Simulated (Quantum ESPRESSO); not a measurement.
BeTe, 2 atoms in the cell. It takes space group F-43m (No. 216, cubic). Conventional cell: a = 5.540 Å, b = 5.540 Å, c = 5.540 Å, α = 90.00°, β = 90.00°, γ = 90.00°. Te (site symmetry -43m) has 4 Be at 2.40 Å as nearest neighbours. Be (site symmetry -43m) has 4 Te at 2.40 Å as nearest neighbours. 

| Quantity | Value |
| --- | --- |
| Program | Quantum ESPRESSO 7.5 |
| Task | Wannier functions |
| Functional | PBE |
| Potentials or basis | PseudoDojo 0.4.1 SR PBE standard |
| Cutoff | 1197 eV |
| Density cutoff | 4789 eV |
| k mesh | 5 × 5 × 5 |
| Occupations | fermi-dirac, width 0.05 eV |
| Spin | no spin polarisation |
| Mixing beta | 0.5 |
| Most SCF iterations | 120 |
| SCF threshold | 4e-10 Ry |
| k mesh for the Wannier functions | 5 × 5 × 5 |

Potentials or basis: PseudoDojo 0.4.1 SR PBE standard.

Run with:

```bash
$ OMP_NUM_THREADS=1 pw.x -in pw.in > pw.out
$ OMP_NUM_THREADS=1 pw.x -in nscf.in > nscf.out
$ wannier90.x -pp w
$ OMP_NUM_THREADS=1 pw2wannier90.x -in pw2wan.in > pw2wan.out
$ wannier90.x w
$ OMP_NUM_THREADS=1 pw.x -in bands.in > bands.out
```

Hardware: 1 thread of Arm Neoverse V1 (shared host).

Task: Estimate the wall time of this run.

Result: Run time: 2.9 min on 1 thread of Arm Neoverse V1 (shared host), peak memory 0.12 GiB. Counts: scf iterations 8, k pools 1, bands 16, k points 10, g dense 31951.
